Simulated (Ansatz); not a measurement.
# HgSe (F-43m) in Ansatz: further runs

One crystal, HgSe, is run at these levels: B88-PBE, PBE; tasks: phonons, single point.

Everything below comes from runs of Ansatz 0.2.0. Logs are shortened: lines on timing, memory, paths and dates and some standing lists are left out, and cuts for length are marked.

### Step 1. The crystal as given

Symmetry: F-43m, No. 216, cubic system. Conventional cell: a = 6.078 Å, b = 6.078 Å, c = 6.078 Å, α = 90.00°, β = 90.00°, γ = 90.00°. Hg (site symmetry -43m) has 4 Se at 2.63 Å as nearest neighbours. Around Se (site symmetry -43m) lie 4 Hg at 2.63 Å.

### Step 2. Phonons, B88-PBE, collinear spin, program default start, total moment locked

Input file input.yaml:

```yaml
crystal:
  lattice:
    - [0.0, 3.039, 3.039]
    - [3.039, 0.0, 3.039]
    - [3.039, 3.039, 0.0]
  atoms:
    - { symbol: Hg, position_ang: [0.0, 0.0, 0.0] }
    - { symbol: Se, position_ang: [4.5585, 4.5585, 4.5585] }
kpoints:
  mp_grid: { grid: [8, 8, 8] }
scf:
  occupations: { method: methfessel_paxton, width: 0.1 }
hamiltonian:
  xc: { exchange: b88, correlation: pbe }
  pseudopotentials: { kind: all_electron, lapw: { basis_error: 0.0005 } }
magnetization:
  spin_polarized: true
  initial_magnetization: 0.0
  spin_locking: { lock_magnetization: hard }
output: {}
phonons:
  method: fd
  supercell: [1, 1, 1]
```

Potentials or basis: all-electron LAPW, scalar-relativistic.

The run is started by

```bash
$ ansatz run input.yaml --threads 1 --pin off --max-ram 2560MiB --backend cpu --events-out ev --progress --plain --runs-dir out
```

What it wrote:

```text
Warning: RAYON_NUM_THREADS=1 ignored (pool sized by the plan → 1); use --threads N
LAPW: plane waves up to 9.217 Å⁻¹, error target 5.0e-4 eV per atom; small_component_spin mean_spin; Se in spheres of 1.226 Å, 24 of its electrons in bands, Dirac shells []; Hg in spheres of 1.327 Å, 44 of its electrons in bands, Dirac shells [] (how accurate: hamiltonian.pseudopotentials.lapw.basis_error, Limitations)
Engine: ansatz 0.2.0, aarch64-unknown-linux-gnu
Pseudopotentials: kind: all_electron
Pseudopotential: Hg, LAPW, valence charge 44, lapw/all_electron/scalar/gaussian/Hg, Koelling and Harmon's equation, gaussian nucleus
Pseudopotential: Se, LAPW, valence charge 24, lapw/all_electron/scalar/gaussian/Se, Koelling and Harmon's equation, gaussian nucleus
Functional definition: unnamed
  exchange = b88_x
  correlation = pbe_c
Crystal: 2 atoms, lattice volume = 56.133 Å³
Basis set: ecut = 323.63981100812543 eV, 725 PW (Γ), exchange–correlation at level 2
Bands: 41, of which v1, the nominal top of the filled ones, is band 34 counted from 1 (33 counted from 0)
Symmetry: 24 space group operations
k-points: 29 of 512 (time reversal used)
Non-local potential: Hg, projectors of the file, none
Non-local potential: Se, projectors of the file, none
Initial density: superposition of atomic densities (chi_scale 0.1, normalization cell, long waves kept (reshape's long-wave potential 0.00 eV rms))
Initial wavefunctions: plane waves of lowest kinetic energy (no species holds an atomic orbital)
Functional: x = b88, c = pbe(β = 0.06672455060314922)
iter 1 solved again at ethr=1.14e-3 eV; its pass at ethr=1.00e-1 eV (dr2=7.73e-1 eV) is discarded
SCF iter   1: F=—  HF=-600009.373078 eV  |F-HF|=—  |Δ(HF+E_count)|=         —  Δρ=1.31e-2 (↑1.31e-2 ↓1.31e-2)  dr2=7.74e-1  dr2_m=0.00e0  M=0.000 μB ∫|m|=0.000 μB  β_m=0.30  ethr=1.14e-3  ⟨swp⟩=2.0  Hψ=7342  notcnv=0
preconditioner: auto → none  [insulator: Δε(μ)=0.704 eV  Ē_g=13.364 eV  σ=0.100 eV  W_gap=0.51  n_scr=14 (ndim 8)  ℏωp=21.0 eV  f_vac=0.333  D(μ)=0.07/eV (n_scr^D=0)  ε∞_Penn≈3.5]
SCF iter   2: F=—  HF=-600009.088566 eV  |F-HF|=—  |Δ(HF+E_count)|=   2.85e-1  S|Δr|=    0.00e0  Δρ=5.25e-3 (↑5.25e-3 ↓5.25e-3)  dr2=8.70e-2  dr2_m=0.00e0  M=0.000 μB ∫|m|=0.000 μB  β_m=0.35  ethr=1.14e-3  ⟨swp⟩=2.0  Hψ=3645  notcnv=0
SCF iter   3: F=—  HF=-600009.067059 eV  |F-HF|=—  |Δ(HF+E_count)|=   2.15e-2  S|Δr|=    0.00e0  Δρ=2.40e-3 (↑2.40e-3 ↓2.40e-3)  dr2=1.05e-2  dr2_m=0.00e0  M=0.000 μB ∫|m|=0.000 μB  β_m=0.48  ethr=1.28e-4  ⟨swp⟩=2.0  Hψ=3443  notcnv=0
iter 4 solved again at ethr=6.14e-7 eV; its pass at ethr=1.55e-5 eV (dr2=4.18e-4 eV) is discarded
SCF iter   4: F=—  HF=-600009.066342 eV  |F-HF|=—  |Δ(HF+E_count)|=         —  Δρ=5.78e-4 (↑5.78e-4 ↓5.78e-4)  dr2=4.18e-4  dr2_m=0.00e0  M=0.000 μB ∫|m|=0.000 μB  β_m=0.55  ethr=6.14e-7  ⟨swp⟩=2.0  Hψ=5882  notcnv=0
the basis was enlarged: its passes take 323.1 KiB over the memory plan, 2 of 2 planned eigensolver slots
SCF iter   5: F=—  HF=-600009.066477 eV  |F-HF|=—  |Δ(HF+E_count)|=   1.35e-4  S|Δr|=    0.00e0  Δρ=7.07e-5 (↑7.07e-5 ↓7.07e-5)  dr2=6.81e-6  dr2_m=0.00e0  M=0.000 μB ∫|m|=0.000 μB  β_m=0.55  ethr=6.14e-7  ⟨swp⟩=2.3  Hψ=3455  notcnv=0
SCF iter   6: F=—  HF=-600009.066480 eV  |F-HF|=—  |Δ(HF+E_count)|=   3.42e-6  S|Δr|=    0.00e0  Δρ=2.27e-5 (↑2.27e-5 ↓2.27e-5)  dr2=9.15e-7  dr2_m=0.00e0  M=0.000 μB ∫|m|=0.000 μB  β_m=0.63  ethr=1.00e-8  ⟨swp⟩=3.0  Hψ=3503  notcnv=0
SCF iter   7: F=—  HF=-600009.066482 eV  |F-HF|=—  |Δ(HF+E_count)|=   1.52e-6  S|Δr|=    0.00e0  Δρ=3.97e-6 (↑3.97e-6 ↓3.97e-6)  dr2=2.46e-8  dr2_m=0.00e0  M=0.000 μB ∫|m|=0.000 μB  β_m=0.65  ethr=1.35e-9  ⟨swp⟩=3.0  Hψ=3653  notcnv=0
SCF iter   8: F=—  HF=-600009.066482 eV  |F-HF|=—  |Δ(HF+E_count)|=   9.84e-8  S|Δr|=    0.00e0  Δρ=1.08e-6 (↑1.08e-6 ↓1.08e-6)  dr2=2.61e-9  dr2_m=0.00e0  M=0.000 μB ∫|m|=0.000 μB  β_m=0.76  ethr=3.62e-11  ⟨swp⟩=3.0  Hψ=3682  notcnv=0
[... 1 line left out ...]
SCF 1 converged in 9 iterations: F = -600009.066482 eV  dr2 = 6.24e-11
this state was not tested for a lower state beside it, because cold or Methfessel-Paxton smearing, or corrected tetrahedra, fill the levels in a way that the test cannot read (fill_not_monotonic; see scf.lower_state_search)
Symmetry: 4 space group operations
k-points: 95 of 512 (time reversal used)
Initial density: handed on by an earlier stage of this run
Initial wavefunctions: plane waves of lowest kinetic energy (no species holds an atomic orbital; no wavefunctions were taken with the density)
[... 2 lines left out ...]
preconditioner: auto → none  [insulator: Δε(μ)=0.613 eV  Ē_g=13.761 eV  σ=0.100 eV  W_gap=0.55  n_scr=14 (ndim 8)  ℏωp=21.0 eV  f_vac=0.338  D(μ)=0.07/eV (n_scr^D=0)  ε∞_Penn≈3.3]
[... 4 lines left out ...]
SCF iter   5: F=—  HF=-600009.066288 eV  |F-HF|=—  |Δ(HF+E_count)|=   1.14e-8  S|Δr|=    0.00e0  Δρ=3.43e-7 (↑3.43e-7 ↓3.43e-7)  dr2=4.52e-10  dr2_m=0.00e0  M=0.000 μB ∫|m|=0.000 μB  β_m=0.54  ethr=1.15e-11  ⟨swp⟩=3.0  Hψ=11656  notcnv=0
SCF iter   6: F=-600009.066288 eV  HF=-600009.066288 eV  |F-HF|=4.66e-10  |Δ(HF+E_count)|=   1.86e-9  S|Δr|=    0.00e0  Δρ=1.12e-7 (↑1.12e-7 ↓1.12e-7)  dr2=2.48e-11  dr2_m=0.00e0  M=0.000 μB ∫|m|=0.000 μB  ethr=8.83e-12 (applied; sched 1.00e-12)  ⟨swp⟩=2.0  Hψ=11288  notcnv=0
SCF 2 converged in 6 iterations: F = -600009.066288 eV  dr2 = 2.48e-11
iter 1 solved again at ethr=9.85e-8 eV; its pass at ethr=1.00e-1 eV (dr2=6.69e-5 eV) is discarded
SCF iter   1: F=—  HF=-600009.066301 eV  |F-HF|=—  |Δ(HF+E_count)|=         —  Δρ=1.36e-4 (↑1.36e-4 ↓1.36e-4)  dr2=6.20e-5  dr2_m=0.00e0  M=0.000 μB ∫|m|=0.000 μB  β_m=0.30  ethr=9.85e-8  ⟨swp⟩=5.0  Hψ=30842  notcnv=0
preconditioner: auto → none  [insulator: Δε(μ)=0.612 eV  Ē_g=13.761 eV  σ=0.100 eV  W_gap=0.55  n_scr=14 (ndim 8)  ℏωp=21.0 eV  f_vac=0.339  D(μ)=0.07/eV (n_scr^D=0)  ε∞_Penn≈3.3]
SCF iter   2: F=—  HF=-600009.066289 eV  |F-HF|=—  |Δ(HF+E_count)|=   1.21e-5  S|Δr|=    0.00e0  Δρ=7.92e-5 (↑7.92e-5 ↓7.92e-5)  dr2=1.69e-5  dr2_m=0.00e0  M=0.000 μB ∫|m|=0.000 μB  β_m=0.45  ethr=9.12e-8  ⟨swp⟩=2.0  Hψ=11288  notcnv=0
iter 3 solved again at ethr=1.12e-9 eV; its pass at ethr=2.49e-8 eV (dr2=7.64e-7 eV) is discarded
SCF iter   3: F=—  HF=-600009.066288 eV  |F-HF|=—  |Δ(HF+E_count)|=   1.10e-6  S|Δr|=    0.00e0  Δρ=2.22e-5 (↑2.22e-5 ↓2.22e-5)  dr2=7.63e-7  dr2_m=0.00e0  M=0.000 μB ∫|m|=0.000 μB  β_m=0.58  ethr=1.12e-9  ⟨swp⟩=2.0  Hψ=19269  notcnv=0
SCF iter   4: F=—  HF=-600009.066288 eV  |F-HF|=—  |Δ(HF+E_count)|=   3.92e-7  S|Δr|=    0.00e0  Δρ=2.35e-6 (↑2.35e-6 ↓2.35e-6)  dr2=8.29e-9  dr2_m=0.00e0  M=0.000 μB ∫|m|=0.000 μB  β_m=0.60  ethr=1.12e-9  ⟨swp⟩=2.6  Hψ=11356  notcnv=0
SCF iter   5: F=—  HF=-600009.066288 eV  |F-HF|=—  |Δ(HF+E_count)|=   7.92e-9  S|Δr|=    0.00e0  Δρ=7.81e-7 (↑7.81e-7 ↓7.81e-7)  dr2=9.90e-10  dr2_m=0.00e0  M=0.000 μB ∫|m|=0.000 μB  β_m=0.63  ethr=1.22e-11  ⟨swp⟩=3.0  Hψ=11626  notcnv=0
SCF iter   6: F=-600009.066288 eV  HF=-600009.066288 eV  |F-HF|=2.33e-10  |Δ(HF+E_count)|=  8.15e-10  S|Δr|=    0.00e0  Δρ=1.96e-7 (↑1.96e-7 ↓1.96e-7)  dr2=1.39e-10  dr2_m=0.00e0  M=0.000 μB ∫|m|=0.000 μB  ethr=8.91e-12 (applied; sched 1.46e-12)  ⟨swp⟩=2.0  Hψ=11289  notcnv=0
SCF 3 converged in 6 iterations: F = -600009.066288 eV  dr2 = 1.39e-10
SCF converged after 9 iterations
Magnetization: 0.0000 μB (34.0000 up, 34.0000 down)
Absolute magnetization: 0.0000 μB (∫|ρ↑−ρ↓|)
Spin contamination: 0.0000 ħ² per cell (⟨S²⟩ above its minimum at these occupations)
Per-site moments (μB) at R_I (Å): [(0.0, 1.3268244788016756), (0.0, 1.2260711491950955)]
Free energy (F): -600009.066482 eV
Harris-Foulkes:  -600009.066482 eV  (|F-HF|=3.49e-10)
Internal energy: -600009.066595 eV  (E = F + TS)
E sigma→0 (E₀):  -600009.066510 eV
Entropy (-TS):   0.000113 eV (0.056 meV/atom)
Fermi energy:    10.426235 (↑ 10.426235, ↓ 10.426235) eV
Step filling:    the computed levels leave a gap of 0.0000 eV = 0.0 smearing widths at the electron count (spin ↑); against every level under it full and every level over it empty, smearing changes F+E_penalty+E_count by -0.055 meV and its σ→0 estimate by -0.069 meV through this channel's levels
Step filling:    the computed levels leave a gap of 0.0000 eV = 0.0 smearing widths at the electron count (spin ↓); against every level under it full and every level over it empty, smearing changes F+E_penalty+E_count by -0.055 meV and its σ→0 estimate by -0.069 meV through this channel's levels
--- Per-component energies (eV) ---
  E_band       = -6523.370130
  E_kinetic    = 678489.036217
  E_xc         = -12585.916771
  E_electrostatic = -1265912.186041  (all electrons and nuclei)
  E_smearing   = 0.000113  (= −TS)
  E_closure    = 0.000000  (closes the sum)
  E_atoms      = -600005.358154  (free atoms, spherical and without spin; not in F)
  Σ components = -600009.066482   (vs F -600009.066482, Δ=0.00e0)
  Basis errors (estimates in eV, not in F): energy 2.2e-4 per atom: plane waves 2.0e-4 (1.2e-4 summed), levels above the bands 0.0e0, relativity 1.5e-8, radial functions 1.6e-5, core shells 1.0e-7; eigenvalues (radial functions only) 2.1e-7; not estimated: angular momenta, meshes, grids; target (lapw.basis_error) 5.0e-4; muffin-tin radii Se 1.226 Å, Hg 1.327 Å
--- Forces (eV/Å), atoms counted from 1 ---
  atom   1  Hg     0.00000000    -0.00000000    -0.00000000
  atom   2  Se    -0.00000000     0.00000000     0.00000000
  max |Σ_I F_I| component: 1.85e-17 eV/Å
--- Band table (eV; the first three rows and the last of 58) ---
  k-point 0 ↑: bands = ["-334.3362", "-334.3362", "-334.3338", "-334.3338", "-334.3338", "-197.3855", "-136.8935", "-136.8935", "-136.8935", "-104.1086", "-82.0382", "-82.0382", "-82.0382", "-82.0368", "-82.0368", "-82.0368", "-82.0352", "-52.5482", "-52.5482", "-52.5482", "-37.1257", "-37.1257", "-37.1257", "-37.1222", "-37.1222", "-3.0617", "3.2390", "3.2390", "3.2390", "3.9848", "3.9848", "9.4833", "10.4204", "10.4204", "10.4204", "15.9253", "15.9253", "15.9253", "18.9885", "21.7997", "21.7997"]
  k-point 1 ↑: bands = ["-334.3362", "-334.3362", "-334.3338", "-334.3338", "-334.3338", "-197.3855", "-136.8935", "-136.8935", "-136.8935", "-104.1086", "-82.0382", "-82.0382", "-82.0382", "-82.0368", "-82.0368", "-82.0368", "-82.0352", "-52.5483", "-52.5482", "-52.5482", "-37.1257", "-37.1257", "-37.1257", "-37.1222", "-37.1222", "-2.9950", "3.2681", "3.2696", "3.2696", "3.9825", "3.9825", "8.5703", "10.2613", "10.2613", "11.0369", "15.5950", "16.1420", "16.1420", "19.9655", "20.9111", "20.9111"]
  k-point 2 ↑: bands = ["-334.3362", "-334.3362", "-334.3338", "-334.3338", "-334.3338", "-197.3855", "-136.8935", "-136.8935", "-136.8935", "-104.1086", "-82.0382", "-82.0382", "-82.0382", "-82.0368", "-82.0368", "-82.0368", "-82.0352", "-52.5484", "-52.5482", "-52.5482", "-37.1258", "-37.1257", "-37.1257", "-37.1222", "-37.1222", "-2.8292", "3.3376", "3.3376", "3.4123", "3.9879", "3.9879", "7.1661", "9.9059", "9.9059", "11.4945", "15.8081", "16.5297", "16.5297", "20.0288", "20.6050", "20.6050"]
  k-point 28 ↓: bands = ["-334.3362", "-334.3362", "-334.3338", "-334.3338", "-334.3338", "-197.3855", "-136.8935", "-136.8935", "-136.8935", "-104.1086", "-82.0382", "-82.0382", "-82.0382", "-82.0368", "-82.0368", "-82.0368", "-82.0352", "-52.5485", "-52.5485", "-52.5484", "-37.1259", "-37.1258", "-37.1257", "-37.1222", "-37.1222", "-2.4219", "3.5337", "3.6381", "3.9047", "3.9302", "4.6038", "5.1162", "7.6800", "8.0033", "14.0375", "15.5845", "16.5247", "17.9373", "20.6480", "22.8278", "22.9183"]
--- Phonons: 2 displaced members + reference (amplitude 0.01 Å, Σ member SCF iterations 12) ---
  symmetry images taken by strict's conditions (phonons.symmetry_images: auto; settled by no image being taken that strict refuses)
  ASR residual: 1.819e-4 → 0.000e0 eV/Å²; symmetrization residual: 5.401e-5 eV/Å²
  largest component of a force at the reference: 1.5e-16 eV/Å
  ASR residual per site (eV/Å²): 4.16e-5 1.82e-4
  Γ frequencies (cm⁻¹): 0.00 0.00 0.00 136.31 136.31 136.31
  density of states and harmonic sums: on the 18×18×18 q-mesh, interpolated from the force constants of a 1×1×1 supercell (no non-analytic term)
  largest difference from the sums on the solved wave vectors: F 6.74e-1 eV, S 9.32e-4 and C_V 2.58e-4 eV/K
  zero-point energy: 0.033684 eV/cell   skipped modes (ω ≤ 0): 3   left out of the sums: 8.57e-5 of the cell's modes: C_V's classical limit lies that fraction below 3 k_B per atom; for a crystal, a wire or a layer, F and S can be off by more, and a phonons.interpolated_qmesh denser along its periods is the remedy for the sampling
```

Wall time 3.5 min (1 thread of Arm Neoverse V2, shared host); peak memory 0.83 GiB.

Results:

```
Free energy                                             : -600009.0665 eV
Absolute moment                                         : 0.00 μB per cell
Highest phonon frequency at Γ, LO-TO splitting left out : 136 cm⁻¹
```

Phonon frequencies in cm⁻¹ (negative: imaginary):
```tsv
q point	frequencies
(0.000, 0.000, 0.000)	0 0 0 136 136 136
```

Caveat: a metal's response needs a denser mesh; the total moment is fixed, so each spin has its own Fermi level. The run has no spin-orbit coupling, so splittings on Hg are missing.

### Step 3. Single point, PBE, 26.38 Å³/atom (volume scaled by 0.94)

Input file input.yaml:

```yaml
crystal:
  lattice:
    - [0.0, 2.9769621844, 2.9769621844]
    - [2.9769621844, 0.0, 2.9769621844]
    - [2.9769621844, 2.9769621844, 0.0]
  atoms:
    - { symbol: Hg, position: [0.0, 0.0, 0.0] }
    - { symbol: Se, position: [0.75, 0.75, 0.75] }
kpoints:
  mp_grid: { grid: [8, 8, 8] }
scf:
  occupations: { method: fermi_dirac, width: 0.05 }
hamiltonian:
  xc: pbe
  pseudopotentials: { kind: all_electron, lapw: { basis_error: 0.0005 } }
output:
  forces: true
  stress: true
  eigenvalues: true
```

Potentials or basis: all-electron LAPW, scalar-relativistic.

The run is started by

```bash
$ ansatz run input.yaml --threads 1 --pin off --max-ram 2560MiB --backend cpu --events-out ev --progress --plain --runs-dir out
```

Run time: 29 s. Hardware: 1 thread of Intel Xeon Platinum 8259CL at 2.50GHz (Skylake/Cascade Lake), shared host; peak memory 0.4 GiB.

It converged, with:

- Free energy: -599955.7305 eV
- Pressure: 9.4 GPa
- Band gap on the k mesh: none (metal or under the smearing width)

### Step 4. Single point, PBE, 26.94 Å³/atom (volume scaled by 0.96)

Changes to input.yaml since step 3:

```diff
@@ -2,5 +2,5 @@
   lattice:
-    - [0.0, 2.9769621844, 2.9769621844]
-    - [2.9769621844, 0.0, 2.9769621844]
-    - [2.9769621844, 2.9769621844, 0.0]
+    - [0.0, 2.9979273976, 2.9979273976]
+    - [2.9979273976, 0.0, 2.9979273976]
+    - [2.9979273976, 2.9979273976, 0.0]
   atoms:
```

The run is started by

```bash
$ ansatz run input.yaml --threads 1 --pin off --max-ram 2560MiB --backend cpu --events-out ev --progress --plain --runs-dir out
```

Wall time 29 s (1 thread of Intel Xeon Platinum 8259CL at 2.50GHz (Skylake/Cascade Lake), shared host); peak memory 0.4 GiB.

It converged, with:

| Item | Value |
| --- | --- |
| Free energy | -599955.7900 eV |
| Pressure | 7.6 GPa |
| Band gap on the k mesh | none (metal or under the smearing width) |

### Step 5. Single point, PBE, 27.51 Å³/atom (volume scaled by 0.98)

Changes to input.yaml since step 4:

```diff
@@ -2,5 +2,5 @@
   lattice:
-    - [0.0, 2.9979273976, 2.9979273976]
-    - [2.9979273976, 0.0, 2.9979273976]
-    - [2.9979273976, 2.9979273976, 0.0]
+    - [0.0, 3.0186034123, 3.0186034123]
+    - [3.0186034123, 0.0, 3.0186034123]
+    - [3.0186034123, 3.0186034123, 0.0]
   atoms:
```

The run is started by

```bash
$ ansatz run input.yaml --threads 1 --pin off --max-ram 2560MiB --backend cpu --events-out ev --progress --plain --runs-dir out
```

Wall time 33 s (1 thread of Intel Xeon Platinum 8259CL at 2.50GHz (Skylake/Cascade Lake), shared host); peak memory 0.4 GiB.

The run converged. Its results:

* Free energy: -599955.8381 eV
* Pressure: 6.1 GPa
* Band gap on the k mesh: none (metal or under the smearing width)

### Step 6. Single point, PBE, 28.07 Å³/atom

Changes to input.yaml since step 5:

```diff
@@ -2,5 +2,5 @@
   lattice:
-    - [0.0, 3.0186034123, 3.0186034123]
-    - [3.0186034123, 0.0, 3.0186034123]
-    - [3.0186034123, 3.0186034123, 0.0]
+    - [0.0, 3.039, 3.039]
+    - [3.039, 0.0, 3.039]
+    - [3.039, 3.039, 0.0]
   atoms:
```

Potentials or basis: all-electron LAPW, scalar-relativistic.

The run is started by

```bash
$ ansatz run input.yaml --threads 1 --pin off --max-ram 2560MiB --backend cpu --events-out ev --progress --plain --runs-dir out
```

Wall time 33 s (1 thread of Intel Xeon Platinum 8259CL at 2.50GHz (Skylake/Cascade Lake), shared host); peak memory 0.4 GiB.

The run converged. Its results:

```yaml
Free_energy: -599955.8759 eV
Pressure: 4.7 GPa
Band_gap_on_the_k_mesh: none (metal or under the smearing width)
```

### Step 7. Single point, PBE, 28.63 Å³/atom (volume scaled by 1.02)

Changes to input.yaml since step 6:

```diff
@@ -2,5 +2,5 @@
   lattice:
-    - [0.0, 3.039, 3.039]
-    - [3.039, 0.0, 3.039]
-    - [3.039, 3.039, 0.0]
+    - [0.0, 3.0591264144, 3.0591264144]
+    - [3.0591264144, 0.0, 3.0591264144]
+    - [3.0591264144, 3.0591264144, 0.0]
   atoms:
```

The run is started by

```bash
$ ansatz run input.yaml --threads 1 --pin off --max-ram 2560MiB --backend cpu --events-out ev --progress --plain --runs-dir out
```

Wall time 28 s (1 thread of Intel Xeon Platinum 8259CL at 2.50GHz (Skylake/Cascade Lake), shared host); peak memory 0.4 GiB.

The run converged. Its results:

```yaml
Free_energy: -599955.9046 eV
Pressure: 3.5 GPa
Band_gap_on_the_k_mesh: none (metal or under the smearing width)
```

### Step 8. Single point, PBE, 29.19 Å³/atom (volume scaled by 1.04)

Changes to input.yaml since step 7:

```diff
@@ -2,5 +2,5 @@
   lattice:
-    - [0.0, 3.0591264144, 3.0591264144]
-    - [3.0591264144, 0.0, 3.0591264144]
-    - [3.0591264144, 3.0591264144, 0.0]
+    - [0.0, 3.0789914282, 3.0789914282]
+    - [3.0789914282, 0.0, 3.0789914282]
+    - [3.0789914282, 3.0789914282, 0.0]
   atoms:
```

The run is started by

```bash
$ ansatz run input.yaml --threads 1 --pin off --max-ram 2560MiB --backend cpu --events-out ev --progress --plain --runs-dir out
```

Run time: 30 s. Hardware: 1 thread of Intel Xeon Platinum 8259CL at 2.50GHz (Skylake/Cascade Lake), shared host; peak memory 0.4 GiB.

Results (log left out):

```
Free energy            : -599955.9251 eV
Pressure               : 2.4 GPa
Band gap on the k mesh : none (metal or under the smearing width)
```

### Step 9. Single point, PBE, 29.75 Å³/atom (volume scaled by 1.06)

Changes to input.yaml since step 8:

```diff
@@ -2,5 +2,5 @@
   lattice:
-    - [0.0, 3.0789914282, 3.0789914282]
-    - [3.0789914282, 0.0, 3.0789914282]
-    - [3.0789914282, 3.0789914282, 0.0]
+    - [0.0, 3.0986033673, 3.0986033673]
+    - [3.0986033673, 0.0, 3.0986033673]
+    - [3.0986033673, 3.0986033673, 0.0]
   atoms:
```

Potentials or basis: all-electron LAPW, scalar-relativistic.

The run is started by

```bash
$ ansatz run input.yaml --threads 1 --pin off --max-ram 2560MiB --backend cpu --events-out ev --progress --plain --runs-dir out
```

It took 34 s on 1 thread of Intel Xeon Platinum 8259CL at 2.50GHz (Skylake/Cascade Lake), shared host; peak memory 0.39 GiB.

It converged, with:

| Property | Result |
| --- | --- |
| Free energy | -599955.9383 eV |
| Pressure | 1.4 GPa |
| Band gap on the k mesh | none (metal or under the smearing width) |

### Step 10. For comparison

An earlier run on the cell as given: functional PBE; potentials or basis all-electron LAPW, scalar-relativistic; cutoff 278 eV (chosen from the basis error); basis error allowed 0.001 eV/atom; k mesh 8 × 8 × 8; occupations fermi-dirac, width 0.05 eV; no spin polarisation.

* Pressure: 4.7 GPa
* Band gap on the k mesh: none (metal or under the smearing width)
* Loewdin charges: Hg +1.07; Se -0.86 e
